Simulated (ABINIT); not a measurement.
# HfC (Fm-3m) in ABINIT: further runs, part 2 of 2

ABINIT 10.8.3 (patched build).

### Step 7. Equation of state, PBE

run.abi

```
# Datasets: one volume each
ndtset 7
getwfk -1
scalecart1 3*0.9795861087
scalecart2 3*0.9864848297
scalecart3 3*0.9932883884
scalecart4 3*1.0000000000
scalecart5 3*1.0066227096
scalecart6 3*1.0131594038
scalecart7 3*1.0196128224

# Pseudopotentials
pp_dirpath "./"
pseudos "Hf.GGA_PBE-JTH.xml, C.GGA_PBE-JTH.xml"

# Structure
acell 3.2880465325 3.2880465325 3.2880465325 Angstrom
rprim
     0.0000000000     0.7071067812     0.7071067812
     0.7071067812     0.0000000000     0.7071067812
     0.7071067812     0.7071067812     0.0000000000
ntypat 2
znucl 72 6
natom 2
typat 1 2
xred
     0.5000000000     0.5000000000     0.5000000000
     0.0000000000     0.0000000000     0.0000000000

# Plane-wave basis
ecut 19.0
pawecutdg 38.0
pawxcdev 0

# k points
kptopt 1
ngkpt 10 10 10
nshiftk 1
shiftk 0.0 0.0 0.0

# Exchange and correlation
ixc 11

# Bands and occupations
nband 12
occopt 3
tsmear 0.00183747

# SCF cycle
nstep 100
tolvrs 1.0e-9

# Output
iomode 3
prtwf 1
prtden 0
prteig 0
prtebands 0
enunit 2
```

Potentials or basis: JTH PAW PBE v2.0.

The run is started by

```sh
> abinit run.abi > log 2>&1
```

run.abo:

```text
.Version 10.8.3 of ABINIT
 DATASET    1 : space group Fm -3 m (#225); Bravais cF (face-center cubic)
================================================================================
 Values of the parameters that define the memory need for DATASET  1.
     intxc =       0    ionmov =       0      iscf =      17    lmnmax =      18
     lnmax =       6     mgfft =      24  mpssoang =       3    mqgrid =    3001
     natom =       2  nloc_mem =       2    nspden =       1   nspinor =       1
    nsppol =       1      nsym =      48    n1xccc =       1    ntypat =       2
    occopt =       3   xclevel =       2
       mpw =         642          nfft =       13824          nkpt =          47
 PAW method is used; the additional fine FFT grid is defined by:
   mgfftf=        36    nfftf =     46656
================================================================================
================================================================================
[... 71 lines left out ...]
 DATASET    7 : space group Fm -3 m (#225); Bravais cF (face-center cubic)
================================================================================
 Values of the parameters that define the memory need for DATASET  7.
     intxc =       0    ionmov =       0      iscf =      17    lmnmax =      18
     lnmax =       6     mgfft =      27  mpssoang =       3    mqgrid =    3001
     natom =       2  nloc_mem =       2    nspden =       1   nspinor =       1
    nsppol =       1      nsym =      48    n1xccc =       1    ntypat =       2
    occopt =       3   xclevel =       2
       mpw =         728          nfft =       19683          nkpt =          47
 PAW method is used; the additional fine FFT grid is defined by:
   mgfftf=        36    nfftf =     46656
================================================================================
================================================================================

--------------------------------------------------------------------------------
------------- Echo of variables that govern the present computation ------------
--------------------------------------------------------------------------------
 -outvars: echo values of preprocessed input variables --------
            acell      6.2135074357E+00  6.2135074357E+00  6.2135074357E+00 Bohr
              amu      1.78490000E+02  1.20110000E+01
             ecut      1.90000000E+01 Hartree
           enunit           2
           getwfk          -1
              ixc          11
           jdtset        1    2    3    4    5    6    7
         kptrlatt       10    0    0      0   10    0      0    0   10
          kptrlen1     6.08666557E+01
          kptrlen2     6.12953082E+01
          kptrlen3     6.17180479E+01
          kptrlen4     6.21350744E+01
          kptrlen5     6.25465769E+01
          kptrlen6     6.29527349E+01
          kptrlen7     6.33537185E+01
            natom           2
            nband          12
           ndtset           7
            ngfft1         24      24      24
            ngfft2         27      27      27
            ngfft3         27      27      27
            ngfft4         27      27      27
            ngfft5         27      27      27
            ngfft6         27      27      27
            ngfft7         27      27      27
          ngfftdg          36      36      36
             nkpt          47
            nstep         100
             nsym          48
           ntypat           2
           occopt           3
        pawecutdg      3.80000000E+01 Hartree
         pawxcdev           0
           prtden           0
[... 40 lines left out ...]
           xangst7     2.3705998121E+00  2.3705998121E+00  2.3705998121E+00
                       0.0000000000E+00  0.0000000000E+00  0.0000000000E+00
            xcart1     4.3039224996E+00  4.3039224996E+00  4.3039224996E+00
                       0.0000000000E+00  0.0000000000E+00  0.0000000000E+00
            xcart2     4.3342328116E+00  4.3342328116E+00  4.3342328116E+00
                       0.0000000000E+00  0.0000000000E+00  0.0000000000E+00
            xcart3     4.3641250172E+00  4.3641250172E+00  4.3641250172E+00
                       0.0000000000E+00  0.0000000000E+00  0.0000000000E+00
            xcart4     4.3936132428E+00  4.3936132428E+00  4.3936132428E+00
                       0.0000000000E+00  0.0000000000E+00  0.0000000000E+00
            xcart5     4.4227108674E+00  4.4227108674E+00  4.4227108674E+00
                       0.0000000000E+00  0.0000000000E+00  0.0000000000E+00
            xcart6     4.4514305736E+00  4.4514305736E+00  4.4514305736E+00
                       0.0000000000E+00  0.0000000000E+00  0.0000000000E+00
            xcart7     4.4797843990E+00  4.4797843990E+00  4.4797843990E+00
                       0.0000000000E+00  0.0000000000E+00  0.0000000000E+00
             xred      5.0000000000E-01  5.0000000000E-01  5.0000000000E-01
                       0.0000000000E+00  0.0000000000E+00  0.0000000000E+00
            znucl       72.00000    6.00000

================================================================================

 chkinp: Checking input parameters for consistency, jdtset=   1.

 chkinp: Checking input parameters for consistency, jdtset=   2.
[... 40 lines left out ...]
 getcut: wavevector=  0.0000  0.0000  0.0000  ngfft=  36  36  36
         ecut(hartree)=     38.000   => boxcut(ratio)=   2.13141

--- Pseudopotential description ------------------------------------------------
- pspini: atom type   1  psp file is ./Hf.GGA_PBE-JTH.xml
 Pseudopotential format is: paw10
 basis_size (lnmax)=  6 (lmn_size= 18), orbitals=   0   0   1   1   2   2
 Spheres core radius: rc_sph= 2.41119446
 Shapefunction is SIN type: shapef(r)=[sin(pi*r/rshp)/(pi*r/rshp)]**2
 Radius for shape functions =  2.41119446
 Compensation charge density is not taken into account in XC energy/potential

- pspini: atom type   2  psp file is ./C.GGA_PBE-JTH.xml
 Pseudopotential format is: paw10
 basis_size (lnmax)=  4 (lmn_size=  8), orbitals=   0   0   1   1
 Spheres core radius: rc_sph= 1.50736703
 Shapefunction is SIN type: shapef(r)=[sin(pi*r/rshp)/(pi*r/rshp)]**2
 Radius for shape functions =  1.30052589
 Compensation charge density is not taken into account in XC energy/potential

   1.55524723E+03                                ecore*ucvol(ha*bohr**3)
--------------------------------------------------------------------------------

================================================================================

--- !BeginCycle
iteration_state: {dtset: 1, }
solver: {iscf: 17, nstep: 100, nline: 4, wfoptalg: 10, }
tolerances: {tolvrs: 1.00E-09, }
...
[... 1277 lines left out ...]
-Cartesian components of stress tensor (GPa)         [Pressure= -1.2365E+01 GPa]
- sigma(1 1)=  1.23650170E+01  sigma(3 2)=  0.00000000E+00
- sigma(2 2)=  1.23650170E+01  sigma(3 1)=  0.00000000E+00
- sigma(3 3)=  1.23650170E+01  sigma(2 1)=  0.00000000E+00

== END DATASET(S) ==============================================================
================================================================================

 -outvars: echo values of variables after computation  --------
            acell      6.2135074357E+00  6.2135074357E+00  6.2135074357E+00 Bohr
           etotal1    -5.5848479254E+01
           etotal2    -5.5850067401E+01
           etotal3    -5.5850997237E+01
           etotal4    -5.5851303684E+01
           etotal5    -5.5851061872E+01
           etotal6    -5.5850311150E+01
           etotal7    -5.5849123873E+01
            fcart1    -0.0000000000E+00 -0.0000000000E+00 -0.0000000000E+00
                      -0.0000000000E+00 -0.0000000000E+00 -0.0000000000E+00
            fcart2    -0.0000000000E+00 -0.0000000000E+00 -0.0000000000E+00
                      -0.0000000000E+00 -0.0000000000E+00 -0.0000000000E+00
            fcart3    -0.0000000000E+00 -0.0000000000E+00 -0.0000000000E+00
                      -0.0000000000E+00 -0.0000000000E+00 -0.0000000000E+00
            fcart4    -0.0000000000E+00 -0.0000000000E+00 -0.0000000000E+00
                      -0.0000000000E+00 -0.0000000000E+00 -0.0000000000E+00
            fcart5    -0.0000000000E+00 -0.0000000000E+00 -0.0000000000E+00
                      -0.0000000000E+00 -0.0000000000E+00 -0.0000000000E+00
[... 38 lines left out ...]
                       0.0000000000E+00  0.0000000000E+00  0.0000000000E+00
           xangst1     2.2775377028E+00  2.2775377028E+00  2.2775377028E+00
                       0.0000000000E+00  0.0000000000E+00  0.0000000000E+00
           xangst2     2.2935772291E+00  2.2935772291E+00  2.2935772291E+00
                       0.0000000000E+00  0.0000000000E+00  0.0000000000E+00
           xangst3     2.3093955031E+00  2.3093955031E+00  2.3093955031E+00
                       0.0000000000E+00  0.0000000000E+00  0.0000000000E+00
           xangst4     2.3250000000E+00  2.3250000000E+00  2.3250000000E+00
                       0.0000000000E+00  0.0000000000E+00  0.0000000000E+00
           xangst5     2.3403977999E+00  2.3403977999E+00  2.3403977999E+00
                       0.0000000000E+00  0.0000000000E+00  0.0000000000E+00
           xangst6     2.3555956139E+00  2.3555956139E+00  2.3555956139E+00
                       0.0000000000E+00  0.0000000000E+00  0.0000000000E+00
           xangst7     2.3705998121E+00  2.3705998121E+00  2.3705998121E+00
                       0.0000000000E+00  0.0000000000E+00  0.0000000000E+00
             xred      5.0000000000E-01  5.0000000000E-01  5.0000000000E-01
                       0.0000000000E+00  0.0000000000E+00  0.0000000000E+00
 Calculation completed.
```

It took 79 s on 1 thread of Arm Neoverse V1, shared host; peak memory 0.14 GiB.

What came out:

```yaml
Equilibrium_volume: 12.58 Å³/atom
Bulk_modulus: 238 GPa
Pressure_derivative_of_the_bulk_modulus: "4.0 (rough: it moves with the points fitted)"
```

Energy against volume, from the lowest point:
```
volume (Å³/atom)  energy (meV/atom)
          11.814              38.43
          12.065              16.82
          12.317               4.17
          12.568               0.00
          12.819               3.29
          13.071              13.50
          13.322              29.66
```

Caveat: pressures at fixed basis lie under the slope of the energies. Spin-orbit coupling is left out, which matters for the levels of Hf.

### Step 8. Overview

| potentials or basis | cutoff (eV) | fine-grid cutoff | V0 of scaled cells (Å³/atom) | B0 (GPa) |
| --- | --- | --- | --- | --- |
| PseudoDojo NC SR PBE v0.4.1 standard | 1116 | - | 12.59 | 237 |
| PseudoDojo NC SR PBE v0.5 standard | 1116 | - | 12.59 | 237 |
| SG15 NC PBE v1.2 | 1088 | - | 12.59 | 234 |
| Ansatz NC PBE | 1143 | - | 12.59 | 233 |
| SPMS NC PBE v1.0 | 952 | - | 12.60 | 236 |
| JTH PAW PBE v2.0 | 517 | 1034.03 eV | 12.58 | 238 |

Alike in all rows: task equation of state; level PBE; no spin polarisation; cell as given; k mesh 10 × 10 × 10; smearing fermi-dirac 0.05 eV.

Caveats: pressures at fixed basis lie under the slope of the energies.

Absolute energies hang on the potentials; compare differences alone.
